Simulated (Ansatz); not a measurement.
**How far is PAW off for Au?**

```xyz
2
Lattice="2.8714 0.0000 0.0000 -1.4357 2.4867 0.0000 0.0000 0.0000 4.9776" Properties=species:S:1:pos:R:3 pbc="T T T"
Au    0.0000    1.6578    3.7332
Au    1.4357    0.8289    1.2444
```

Atom numbers follow the list: Au1, Au2.

The cell is COD entry 1545302, as deposited and not checked against the literature; nothing was relaxed. The listed cell was then made from it by scaling, straining or moving an atom.

No spin–orbit coupling, which matters for the heavy atoms here.

Levels of theory: DFT, PBE, PAW with Ansatz's default frozen-core files, scalar-relativistic (Ansatz 0.2.0); DFT, PBE, all-electron PAW with datasets made for the crystal, scalar-relativistic (Ansatz 0.2.0); DFT, PBE, all-electron LAPW, scalar-relativistic (Ansatz 0.2.0).

For PAW: a Γ-centred 14×14×8 k mesh, Fermi–Dirac smearing of 0.03 eV, cutoff 420 eV, no spin polarisation. The crystal-made all-electron datasets (AE datasets) take a cutoff of 260 eV at this cell. LAPW targets a basis error of 0.25 meV/atom. The Ansatz runs share mesh, smearing and spin set-up. Plane-wave (PAW) pressures include the program's estimate of the Pulay term.

Stress and pressure are positive in compression.

The change that made this cell: z strained by +2 % at fixed volume.

Spin–orbit coupling is left out, which moves gradients at and beside heavy atoms by some per cent and at worst by a factor of two.

In a metal, gradients converge slowly with the k mesh: the values move by tens of per cent from one mesh to another, at times in sign, so only the comparison on one mesh counts.

```tsv
quantity	PAW	AE datasets	LAPW
pressure (GPa)	2.37	2.35	2.35
stress xx (GPa)	3.15	3.14	3.13
stress zz (GPa)	0.80	0.79	0.79
field gradient Vzz at Au1 (10²¹ V/m²)	?	?	–
```

Question: Give the missing entry: row "field gradient Vzz at Au1 (10²¹ V/m²)", column "PAW".

Answer: 1.58.

Question: Fill in "AE datasets" for the row "field gradient Vzz at Au1 (10²¹ V/m²)".

Answer: 1.68.
